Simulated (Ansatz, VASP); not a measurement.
AgO in VASP and in Ansatz

The input INCAR:

```
ALGO     = Fast           # electronic algorithm
EDIFF    = 1E-6           # SCF threshold, eV
ENCUT    = 520            # plane-wave cutoff, eV
GGA      = PS             # functional
ISIF     = 2              # what is computed and relaxed
ISMEAR   = 0              # smearing method
LASPH    = T              # aspherical terms in the spheres
LCHARG   = T              # write CHGCAR
LELF     = T              # ELF
LREAL    = F              # projectors in reciprocal space
LVHAR    = T            
LWAVE    = F              # write WAVECAR
NBANDS   = 25             # bands
NELM     = 100            # most SCF steps
PREC     = Accurate       # precision mode
SIGMA    = 0.1            # smearing width, eV
```

Contents of KPOINTS:

```
k-points
0
Gamma
  12 12 8
```

File POSCAR:

```
AgO
1.0
    2.5860280164      2.5860280164      0.0000000000
   -2.5860280164      2.5860280164      0.0000000000
    0.0000000000      0.0000000000      5.1720560328
Ag O
2 2
Direct
    0.0000000000      0.0000000000      0.0000000000
    0.5000000000      0.5000000000      0.5000000000
    0.5000000000      0.0000000000      0.2500000000
    0.0000000000      0.5000000000      0.7500000000
```

Input for Ansatz:

```yaml
crystal:
  lattice:
    - [2.5860280164, 2.5860280164, 0.0]
    - [-2.5860280164, 2.5860280164, 0.0]
    - [0.0, 0.0, 5.1720560328]
  atoms:
    - { symbol: Ag, position: [0.0, 0.0, 0.0] }
    - { symbol: Ag, position: [0.5, 0.5, 0.5] }
    - { symbol: O, position: [0.5, 0.0, 0.25] }
    - { symbol: O, position: [0.0, 0.5, 0.75] }
basis:
  ecutwfc: 420
kpoints:
  mp_grid: { grid: [12, 12, 8] }
hamiltonian:
  xc: pbesol
scf:
  occupations: { method: gaussian, width: 0.1 }
output:
  forces: true
  stress: true
  eigenvalues: true
```

Change from the starting cell: equal strain along all axes, cell held, atoms relaxed: +4.5 %.

Alike in both runs: task single point; functional PBEsol; k mesh 12 × 12 × 8; occupations gaussian, width 0.1 eV; no spin polarisation.

|  | VASP | Ansatz |
| --- | --- | --- |
| version | VASP 6.6.1 | Ansatz 0.2.0 |
| potentials or method | VASP PAW PBE potentials, release 64 (Ag, O) | scalar-relativistic, plane waves, PAW |
| plane-wave cutoff (eV) | 520 | 420 |
| valence electrons in the cell | 34 | 50 |

|  | VASP | Ansatz | Ansatz less VASP |
| --- | --- | --- | --- |
| gap on the k mesh at the Fermi level (eV) | none | none | - |
| pressure (GPa) | -10.3 | -10.2 | +0.08 |

A gap of «none» marks a metal or a gap that the smearing closes. The functional is the same, so the differences come from potentials, cutoffs and numerics. The two sets of potentials don't hold the same shells in valence.

Caveats: the PAW data sets were made with another functional, which shifts forces and pressure a little (VASP).
